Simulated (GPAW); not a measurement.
Runs of GPAW 26.7.0 on Si2Ni. The structure is cubic, space group Fm-3m (No. 225). The conventional cell has a = 5.406 Å, b = 5.406 Å, c = 5.406 Å, α = 90.00°, β = 90.00°, γ = 90.00°. Around Ni (site symmetry m-3m) lie 8 Si at 2.34 Å. Around Si (site symmetry -43m) lie 4 Ni at 2.34 Å. 

```tsv
task	level	potentials or basis	cell	k mesh	smearing	optimizer	fmax	max steps	convergence	band path	gap on the mesh (eV)	pressure (GPa)	moment (μB)	relaxed volume (Å³/atom)
relaxation of cell and atoms	revPBE+D4	the program's PAW data sets (release 1.2.1) made for this functional, pw	relaxed	9 × 9 × 9	fermi-dirac 0.05 eV	BFGS	0.02 eV/Å	40	density=1e-05 forces=0.0001	-	none	0.0	0.00	12.93
relaxation of cell and atoms	PBEsol+D3	PAW data sets generated in the run's folder for this functional, pw	relaxed	7 × 7 × 7	fermi-dirac 0.05 eV	BFGS	0.02 eV/Å	60	density=1e-05 forces=0.0001	-	none	0.1	0.00	12.87
band structure	PBEsol	PAW data sets generated in the run's folder for this functional, pw	as given	9 × 9 × 9	fermi-dirac 0.05 eV	-	-	-	-	GXWKGLUWLK,UX	-	(b)	0.00	-
single point	PBE	GPAW PAW data sets (gpaw-data 1.2.1), pw	as given	9 × 9 × 9	gaussian 0.011 eV	-	-	-	-	-	none	(a)	0.00	-
relaxation of cell and atoms	PBEsol+D3(BJ)+ATM	PAW data sets generated in the run's folder for this functional, pw	relaxed	7 × 7 × 7	fermi-dirac 0.05 eV	BFGS	0.02 eV/Å	60	density=1e-05 forces=0.0001	-	none	0.1	0.00	12.84
```

Alike in all rows: spin collinear, ferromagnetic start; cutoff (eV) 600.

Problem. Fill in the values left out.

Solution. (a) 5.3; (b) 0.4.

Caveats: the stock nickel data set gives pressures a few GPa off other programs; each step starts from the last one's moments, so a moment once lost doesn't come back (some runs); later steps reuse the first step's grids (some runs); pairwise dispersion overbinds metals, which lowers pressure and volume (some runs).

A k mesh can miss the band edges.

A gap of «none» marks a metal or a gap under the smearing width.

Not every run made on this cell is shown here.
